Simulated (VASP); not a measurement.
**VASP 6.6.1 run: HgTe**

INCAR

```
GGA = PE
ISMEAR = -1
IBRION = -1
ENCUT = 520
NELM = 83
PREC = Accurate
LCHARG = .FALSE.
LWAVE = .FALSE.
LDAUL = 2 2 2
NSW = 0
EDIFF = 1E-7
LDAUTYPE = 2
ISIF = 2
NBANDS = 16
LREAL = .FALSE.
SIGMA = 0.02
LASPH = .TRUE.
LDAU = .TRUE.
LDAUU = 4 4 4
```

KPOINTS

```
KPOINTS created by Atomic Simulation Environment
0
Gamma
6 6 6
0 0 0
```

POSCAR

```
Hg Te
 1.0000000000000000
     0.0000000000000000    3.3549410439999998    3.3549410439999998
     3.3549410439999998    0.0000000000000000    3.3549410439999998
     3.3549410439999998    3.3549410439999998    0.0000000000000000
 Hg  Te
   1   1
Cartesian
  0.0000000000000000  0.0000000000000000  0.0000000000000000
  1.6774705220000004  1.6774705220000004  1.6774705220000004
```

The recommended PBE PAW datasets give the neutral cell 18 valence electrons.

Command

```
mpirun -np 1 vasp_std
```

OSZICAR

```
N       E                     dE             d eps       ncg     rms          rms(c)
DAV:   1     0.105310985288E+03    0.10531E+03   -0.80040E+03   512   0.956E+02
DAV:   2     0.111342934398E+01   -0.10420E+03   -0.99392E+02   608   0.219E+02
DAV:   3    -0.281749945254E+01   -0.39309E+01   -0.39252E+01   608   0.466E+01
DAV:   4    -0.285363007110E+01   -0.36131E-01   -0.36129E-01   768   0.411E+00
DAV:   5    -0.285370864105E+01   -0.78570E-04   -0.78570E-04   664   0.183E-01    0.672E+00
DAV:   6    -0.270611622265E+01    0.14759E+00   -0.33756E-01   592   0.647E+00    0.465E+00
DAV:   7    -0.271134613653E+01   -0.52299E-02   -0.86395E-02   560   0.194E+00    0.156E+00
DAV:   8    -0.271318823323E+01   -0.18421E-02   -0.11014E-02   592   0.115E+00    0.486E-01
DAV:   9    -0.271369989506E+01   -0.51166E-03   -0.83903E-04   624   0.275E-01    0.115E-01
DAV:  10    -0.271374120110E+01   -0.41306E-04   -0.10967E-04   608   0.115E-01    0.497E-02
DAV:  11    -0.271376252211E+01   -0.21321E-04   -0.38502E-05   592   0.485E-02    0.339E-02
DAV:  12    -0.271376235142E+01    0.17069E-06   -0.15990E-06   680   0.921E-03    0.127E-02
DAV:  13    -0.271376258052E+01   -0.22910E-06   -0.25496E-06   600   0.967E-03    0.173E-02
DAV:  14    -0.271376256961E+01    0.10915E-07   -0.36570E-07   672   0.466E-03
   1 F= -.27137626E+01 E0= -.27135854E+01  d E =-.354257E-03
```

Standard output (part)

```
POSCAR found type information on POSCAR HgTe
 POSCAR found :  2 types and       2 ions
 LDA part: xc-table for (Slater+PW92), standard interpolation
 POSCAR, INCAR and KPOINTS ok, starting setup
 WAVECAR not read
 entering main loop
```

It converged. Results: gap between bands v and c on the k mesh 0.00 eV; least direct gap on the k mesh 0.00 eV; pressure -0.5 GPa. Band v is the last that the valence electrons fill when counted band by band, and c is the next.

Problem. Find the fault in these files.

Solution. Wrong count of Hubbard values. On sound settings PBE gives a gap of 0.00 eV on its mesh and a pressure of -0.8 GPa for the intended cell. This run's energy (σ→0) differs from it by 462 meV an atom.
